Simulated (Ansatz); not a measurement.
# BaTiO3: how settings move the results

One table from this session's results is given with a row withheld; the runs are named, their logs left out.

Program: Ansatz 0.2.0. Level of theory: DFT r2SCAN, scalar-relativistic, plane waves, PAW. These are calculated values, not measurements.

1 further run of the same task is left out (set aside as unsound or not needed).

**Starting point**

The structure is trigonal, space group R3m (No. 160). Conventional cell: a = 5.655 Å, b = 5.655 Å, c = 6.953 Å, α = 90.00°, β = 90.00°, γ = 120.00°. Ba (site symmetry 3m) has 12 O at 2.79 to 2.88 Å as nearest neighbours. Ti (site symmetry 3m) is surrounded by 6 O at 1.88 to 2.14 Å. O (site symmetry m) is surrounded by 2 Ti at 1.88 to 2.14 Å.

Coordinates:

```
CELL_PARAMETERS angstrom
2.82767 1.63255 2.31773
-2.82767 1.63255 2.31773
0.00000 -3.26511 2.31773
ATOMIC_POSITIONS crystal
Ba 0.00000 0.00000 0.00000
Ti 0.51400 0.51400 0.51400
O 0.49160 0.49160 0.98150
O 0.49160 0.98150 0.49160
O 0.98150 0.49160 0.49160
```

Source of the structure: the Crystallography Open Database. It is taken as it stands there.

**The base input**

Contents of input.yaml:

```yaml
crystal:
  lattice:
    - [2.8276681575, 1.6325549719, 2.317731608]
    - [-2.8276681575, 1.6325549719, 2.317731608]
    - [0.0, -3.2651099438, 2.317731608]
  atoms:
    - { symbol: Ba, position: [0.0, 0.0, 0.0] }
    - { symbol: Ti, position: [0.514, 0.514, 0.514] }
    - { symbol: O, position: [0.4916, 0.4916, 0.9815] }
    - { symbol: O, position: [0.4916, 0.9815, 0.4916] }
    - { symbol: O, position: [0.9815, 0.4916, 0.4916] }
basis:
  ecutwfc: 500
kpoints:
  mp_grid: { grid: [6, 6, 6] }
hamiltonian:
  xc: r2scan
scf:
  occupations: { method: gaussian, width: 0.02 }
output:
  forces: true
  stress: true
  eigenvalues: true
  populations: true
```

It was run beforehand and gave: -2036.7661 eV/atom at zero smearing, pressure 1.88 GPa, largest force 0.107 eV/Å, gap on the mesh 2.77 eV, in 7 SCF cycles and 16 s.

The first run:

Contents of input.yaml:

```yaml
crystal:
  lattice:
    - [2.8276681575, 1.6325549719, 2.317731608]
    - [-2.8276681575, 1.6325549719, 2.317731608]
    - [0.0, -3.2651099438, 2.317731608]
  atoms:
    - { symbol: Ba, position: [0.0, 0.0, 0.0] }
    - { symbol: Ti, position: [0.514, 0.514, 0.514] }
    - { symbol: O, position: [0.4916, 0.4916, 0.9815] }
    - { symbol: O, position: [0.4916, 0.9815, 0.4916] }
    - { symbol: O, position: [0.9815, 0.4916, 0.4916] }
basis:
  ecutwfc: 500
  xc_grid: 1
kpoints:
  mp_grid: { grid: [6, 6, 6] }
hamiltonian:
  xc: r2scan
scf:
  occupations: { method: gaussian, width: 0.02 }
output:
  forces: true
  stress: true
  eigenvalues: true
```

Launch:

```
> ansatz run input.yaml --threads 1 --pin off --max-ram 2560MiB --backend cpu --events-out ev --progress --plain --runs-dir out
```

Steps of the session up to this table: Level of the exchange-correlation grid set to 1; Level of the exchange-correlation grid set to 2; Level of the exchange-correlation grid set to 3; Level of the exchange-correlation grid: 4.

One of the session's tables, all rows but one given; the rest of the session is left out.

| level | ΔE (meV/atom) | largest change of a force component (eV/Å) |
| --- | --- | --- |
| 1 | 0.53 | 0.038 |
| 2 | ? | ? |
| 3 | 0.00 | 0.001 |
| 4 | 0.00 | 0.000 |

**Question.** Estimate the row for level = 2.

Worked estimate for «ΔE (meV/atom)». A straight line through the neighbours (1, 0.53) and (3, 0.00) gives 0.53 + (0.00 − 0.53) × (2 − 1) / (3 − 1) = 0.27; a parabola fitted to 3 rows on both sides gives 0.18.

The run gave: ΔE (meV/atom): -0.01; largest change of a force component (eV/Å): 0.006. In «ΔE (meV/atom)» the line misses by +0.28 and the parabola by +0.19. Between these rows the values bend or scatter more than so simple an estimate can follow.

In the sweep of the level of the exchange-correlation grid, 1 already comes within 1 meV/atom of the reference, and so do all later runs. Forces stay within 0.01 eV/Å of the reference from 2 on.

Caveats from the session: The settings are coarse, so take the values as rough. Warnings in the runs' records: cutoff below recommended, net force over tolerance.
